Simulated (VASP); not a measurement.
# Si (P6_3/mmc) in VASP: a series of runs

The runs below take Si through single point, relaxation of cell and atoms, with LDA.

Program: VASP 6.6.1. These are calculated values, not measurements. Logs are shortened: lines on timing, memory, paths and dates and some standing lists are left out, and cuts for length are marked.

### 1 The structure

Symmetry: P6_3/mmc, No. 194, hexagonal system. The conventional cell has a = 3.802 Å, b = 3.802 Å, c = 6.290 Å, α = 90.00°, β = 90.00°, γ = 120.00°. Si (site symmetry 3m) has 4 Si at 2.33 to 2.35 Å as nearest neighbours.

This isn't the form of Si at room conditions, which is diamond.

### 2 Single point, LDA

INCAR

```
SYSTEM = Si
PREC = Accurate
ENCUT = 520
EDIFF = 1E-7
ISMEAR = 0
SIGMA = 0.02
LREAL = .False.
LASPH = .True.
NELM = 100
ALGO = Normal
ISIF = 2
LWAVE = .False.
LCHARG = .True.
LELF = .True.
LVHAR = .True.
NBANDS = 16
```

KPOINTS

```
Automatic mesh
0
Gamma
  12 12 6
  0 0 0
```

POSCAR

```
Si
1.0
    3.8019625341      0.0000000000      0.0000000000
   -1.9009812670      3.2925961387      0.0000000000
    0.0000000000      0.0000000000      6.2902763947
Si
4
Direct
    0.3333333333      0.6666666667      0.0630525522
    0.6666666667      0.3333333333      0.5630525522
    0.3333333333      0.6666666667      0.4369474478
    0.6666666667      0.3333333333      0.9369474478
```

Potentials or basis: VASP PAW LDA potentials, release 64 (Si).

Launch:

```console
$ cat potpaw_LDA.64/Si/POTCAR > POTCAR
$ mpirun -np 1 vasp_std > vasp.out
```

OUTCAR:

```text
SYSTEM = Si
   PREC = Accurate
   ENCUT = 520
   EDIFF = 1E-7
   ISMEAR = 0
   LREAL = .False.
   LASPH = .True.
   NELM = 100
   ISIF = 2

 ion  position               nearest neighbor table
   1  0.333  0.667  0.063-   4 2.33   4 2.33   4 2.33   3 2.35
   2  0.667  0.333  0.563-   3 2.33   3 2.33   3 2.33   4 2.35
   3  0.333  0.667  0.437-   2 2.33   2 2.33   2 2.33   1 2.35
   4  0.667  0.333  0.937-   1 2.33   1 2.33   1 2.33   2 2.35

  LATTYP: Found a hexagonal cell.
 ALAT       =     3.8019625341
 C/A-ratio  =     1.6544814259

  Lattice vectors:

 A1 = (   3.8019625341,   0.0000000000,   0.0000000000)
 A2 = (  -1.9009812670,   3.2925961387,   0.0000000000)
 A3 = (   0.0000000000,   0.0000000000,   6.2902763947)

Analysis of symmetry for initial positions (statically):
=====================================================================
 Subroutine PRICEL returns:
 Original cell was already a primitive cell.

 Routine SETGRP: Setting up the symmetry group for a
 hexagonal supercell.

 Subroutine GETGRP returns: Found 24 space group operations
 (whereof 12 operations were pure point group operations)
 out of a pool of 24 trial point group operations.

The static configuration has the point symmetry D_3d.
 The point group associated with its full space group is D_6h.

Analysis of symmetry for dynamics (positions and initial velocities):
=====================================================================
 Subroutine PRICEL returns:
 Original cell was already a primitive cell.

 Routine SETGRP: Setting up the symmetry group for a
 hexagonal supercell.

 Subroutine GETGRP returns: Found 24 space group operations
 (whereof 12 operations were pure point group operations)
 out of a pool of 24 trial point group operations.

The dynamic configuration has the point symmetry D_3d.
 The point group associated with its full space group is D_6h.

 Subroutine INISYM returns: Found 24 space group operations
 (whereof 12 operations are pure point group operations),
 and found     1 'primitive' translations

----------------------------------------------------------------------------------------

                                     Primitive cell

  volume of cell :      78.7437

  direct lattice vectors                    reciprocal lattice vectors
     3.801962534  0.000000000  0.000000000     0.263022055  0.151855854  0.000000000
    -1.900981267  3.292596139  0.000000000     0.000000000  0.303711709  0.000000000
     0.000000000  0.000000000  6.290276395     0.000000000  0.000000000  0.158975526

  length of vectors
     3.801962534  3.801962534  6.290276395     0.303711709  0.303711709  0.158975526

  position of ions in fractional coordinates (direct lattice)
     0.333333333  0.666666667  0.063052552
     0.666666667  0.333333333  0.563052552
     0.333333333  0.666666667  0.436947448
     0.666666667  0.333333333  0.936947448

  ion indices of the primitive-cell ions
   primitive index   ion index
                 1           1
                 2           2
                 3           3
                 4           4

----------------------------------------------------------------------------------------

 KPOINTS: Automatic mesh

Automatic generation of k-mesh.
 Grid dimensions read from file:
 generate k-points for:   12   12    6

 Generating k-lattice:

  Cartesian coordinates                     Fractional coordinates (reciprocal lattice)
     0.021918505  0.012654655  0.000000000     0.083333333  0.000000000  0.000000000
     0.000000000  0.025309309  0.000000000     0.000000000  0.083333333  0.000000000
     0.000000000  0.000000000  0.026495921     0.000000000  0.000000000  0.166666667

  Length of vectors
     0.025309309  0.025309309  0.026495921

  Shift w.r.t. Gamma in fractional coordinates (k-lattice)
     0.000000000  0.000000000  0.000000000

 Subroutine IBZKPT returns following result:
 ===========================================

 Found     76 irreducible k-points:

 Following reciprocal coordinates:
            Coordinates               Weight
  0.000000  0.000000  0.000000      1.000000
  0.083333 -0.000000  0.000000      6.000000
  0.166667 -0.000000  0.000000      6.000000
  0.250000  0.000000  0.000000      6.000000
  0.333333  0.000000  0.000000      6.000000
  0.416667  0.000000  0.000000      6.000000
[... 16 lines left out ...]
  0.250000  0.000000  0.166667     12.000000
  0.333333  0.000000  0.166667     12.000000
 [... further k-points ...]
   k-points           NKPTS =     76   k-points in BZ     NKDIM =     76   number of bands    NBANDS=     16
   number of dos      NEDOS =    301   number of ions     NIONS =      4
   total plane-waves  NPLWV =  37632
   dimension x,y,z NGX =    28 NGY =   28 NGZ =   48
   dimension x,y,z NGXF=    56 NGYF=   56 NGZF=   96
   ions per type =               4
   NGX,Y,Z   is equivalent  to a cutoff of  12.24, 12.24, 12.69 a.u.
   NGXF,Y,Z  is equivalent  to a cutoff of  24.49, 24.49, 25.37 a.u.
 SYSTEM =  Si
   PREC   = accura    normal or accurate (medium, high low for compatibility)
   ISTART =      0    job   : 0-new  1-cont  2-samecut
   ICHARG =      2    charge: 1-file 2-atom 10-const
   ISPIN  =      1    spin polarized calculation?
   LNONCOLLINEAR =      F non collinear calculations
   LSORBIT =      F    spin-orbit coupling
   LASPH  =      T    aspherical Exc in radial PAW
   ENCUT  =  520.0 eV  38.22 Ry    6.18 a.u.   7.07  7.07 11.70*2*pi/ulx,y,z
   NELM   =    100;   NELMIN=  2; NELMDL= -5     # of ELM steps
   EDIFF  = 0.1E-06   stopping-criterion for ELM
   LREAL  =      F    real-space projection
   EDIFFG = 0.1E-05   stopping-criterion for IOM
   NSW    =      0    number of steps for IOM
   IBRION =     -1    ionic relax: 0-MD 1-quasi-New 2-CG
   NFREE  =      0    steps in history (QN), initial steepest desc. (CG)
   ISIF   =      2    stress and relaxation
   ISYM   =      2    0-nonsym 1-usesym 2-fastsym
   POTIM  = 0.5000    time-step for ionic-motion
   TEBEG  =    0.0;   TEEND  =   0.0 temperature during run
   PSTRESS=    0.0 pullay stress
   NELECT =      16.0000    total number of electrons
   NUPDOWN=      -1.0000    fix difference up-down
   EMIN   =  10.00;   EMAX   =-10.00  energy-range for DOS
   EFERMI =   0.00;   METHOD = LEGACY
   ISMEAR =     0;   SIGMA  =   0.02  broadening in eV -4-tet -1-fermi 0-gaus
   EFERMI_NEDOS =   21; number of points for ismear=-14 and -15
   IALGO  =     38    algorithm
   IMIX   =      4    mixing-type and parameters
     AMIX     =   0.40;   BMIX     =  1.00
     AMIX_MAG =   1.60;   BMIX_MAG =  1.00
  volume/ion in A,a.u.               =      19.69       132.85
  Fermi-wavevector in a.u.,A,eV,Ry     =   0.962446  1.818758 12.603095  0.926301
  Thomas-Fermi vector in A             =   2.091905
   LORBIT       =      0    0 simple, 1 ext, 2 COOP (PROOUT), +10 PAW based schemes
   GGA     = CA    functional components
   LHFCALC =     F    Hartree Fock is set to
   AEXX    =    0.0000 exact exchange contribution
   IVDW    =     0    specifies the selected vdW correction
   LEPSILON=     F    determine dielectric tensor
   LRPA    =     F    only Hartree local field effects (RPA)
 non-spin polarized calculation
 Gauss-broadening in eV      SIGMA  =   0.02
  energy-cutoff  :      520.00
  volume of cell :       78.74
 maximum number of plane-waves:      2138
   NGX = 15   NGY = 15   NGZ = 23

 number of electron      15.9999998 magnetization

 Free energy of the ion-electron system (eV)
  ---------------------------------------------------
  ext. energy  EPLUGINS =         0.00000000
  ---------------------------------------------------
  free energy    TOTEN  =       -23.80035520 eV

  energy without entropy =      -23.80035520  energy(sigma->0) =      -23.80035520

 E-fermi :   6.3266     XC(G=0):  -9.6654

 val. band max:        6.2078771968   @ k =   0.0000   0.0000   0.0000
 cond. band min:       6.4778178325   @ k =   0.5000   0.0000   0.0000
 fundamental gap:      0.2699406357
 Fermi energy:         6.3265542925

 k-point     1 :       0.0000    0.0000    0.0000
  band No.  band energies     occupation
      1      -6.1451      2.00000
      2      -3.8059      2.00000
      3      -1.1467      2.00000
      4       4.6643      2.00000
      5       4.6643      2.00000
      6       5.8371      2.00000
[... 8 lines left out ...]
     15      10.3617      0.00000
     16      12.0991      0.00000

 k-point     2 :       0.0833   -0.0000    0.0000
  band No.  band energies     occupation
      1      -6.0626      2.00000
      2      -3.7220      2.00000
      3      -1.0992      2.00000
      4       3.9556      2.00000
      5       4.4884      2.00000
      6       5.5845      2.00000
[... 8 lines left out ...]
     15      10.6783      0.00000
     16      11.5591      0.00000

 k-point     3 :       0.1667   -0.0000    0.0000
  band No.  band energies     occupation
      1      -5.8172      2.00000
      2      -3.4720      2.00000
      3      -0.9828      2.00000
      4       2.7378      2.00000
      5       4.1008      2.00000
      6       4.3487      2.00000
[... 8 lines left out ...]
     15      11.5106      0.00000
     16      11.8145      0.00000

 k-point     4 :       0.2500    0.0000    0.0000
  band No.  band energies     occupation
      1      -5.4163      2.00000
      2      -3.0622      2.00000
      3      -0.9200      2.00000
      4       1.6664      2.00000
      5       3.0236      2.00000
      6       3.6946      2.00000
[... 8 lines left out ...]
     15      12.2109      0.00000
     16      12.6742      0.00000
[... 324 lines left out ...]
 k-point    22 :       0.1667   -0.0000    0.1667
  band No.  band energies     occupation
      1      -5.7262      2.00000
      2      -3.8139      2.00000
      3      -0.4876      2.00000
      4       2.8350      2.00000
      5       3.9257      2.00000
      6       4.1741      2.00000
[... 8 lines left out ...]
     15      11.2978      0.00000
     16      11.8907      0.00000

 k-point    23 :       0.2500    0.0000    0.1667
  band No.  band energies     occupation
      1      -5.3260      2.00000
      2      -3.4156      2.00000
      3      -0.4709      2.00000
      4       1.8191      2.00000
      5       2.6824      2.00000
      6       3.7691      2.00000
[... 8 lines left out ...]
     15      12.2759      0.00000
     16      12.5263      0.00000

 k-point    24 :       0.3333    0.0000    0.1667
  band No.  band energies     occupation
      1      -4.7908      2.00000
      2      -2.8934      2.00000
      3      -0.8788      2.00000
      4       1.4051      2.00000
      5       1.5038      2.00000
      6       3.4429      2.00000
[... 8 lines left out ...]
     15      13.3313      0.00000
     16      13.3787      0.00000

 [... further k-points ...]

------------------------ aborting loop because EDIFF is reached ----------------------------------------

  FORCE on cell =-STRESS in cart. coord.  units (eV):
  Direction    XX          YY          ZZ          XY          YZ          ZX
  --------------------------------------------------------------------------------------
  -------------------------------------------------------------------------------------
  Total        0.0220576      0.0220576      0.0116477      0.0000000      0.0000000      0.0000000
  in kB        0.4487993      0.4487993      0.2369921      0.0000000      0.0000000      0.0000000
  external PRESSURE =       0.3781969 kB  Pullay stress =       0.0000000 kB

 VOLUME and BASIS-vectors are now :
 -----------------------------------------------------------------------------
  energy-cutoff  :      520.00
  volume of cell :       78.74
      direct lattice vectors                 reciprocal lattice vectors
     3.801962534  0.000000000  0.000000000     0.263022055  0.151855854  0.000000000
    -1.900981267  3.292596139  0.000000000     0.000000000  0.303711709  0.000000000
     0.000000000  0.000000000  6.290276395     0.000000000  0.000000000  0.158975526

 POSITION                                       TOTAL-FORCE (eV/Angst)
 -----------------------------------------------------------------------------------
     -0.00000      2.19506      0.39662         0.000000      0.000000     -0.000004
      1.90098      1.09753      3.54176        -0.000000      0.000000     -0.000004
     -0.00000      2.19506      2.74852        -0.000000     -0.000000      0.000004
      1.90098      1.09753      5.89366         0.000000     -0.000000      0.000004
 -----------------------------------------------------------------------------------
    total drift:                                0.000000     -0.000000      0.000000

  FREE ENERGIE OF THE ION-ELECTRON SYSTEM (eV)
  ---------------------------------------------------
  free  energy   TOTEN  =       -23.8003551976 eV

  energy  without entropy=      -23.8003551976  energy(sigma->0) =      -23.80035520
```

Wall time 38 s (1 thread of Intel Xeon Platinum 8488C (Sapphire Rapids), shared host); peak memory 0.19 GiB.

What came out:

| Item | Value |
| --- | --- |
| Free energy | -23.8004 eV |
| Pressure | 0.0 GPa |
| Band gap on the k mesh | 0.27 eV, indirect (least direct gap 1.00 eV) |

A k mesh can miss the band edges. Expect the measured gap to be larger: semilocal functionals such as LDA lack the derivative discontinuity.

(Continued in part 2 of 2.)
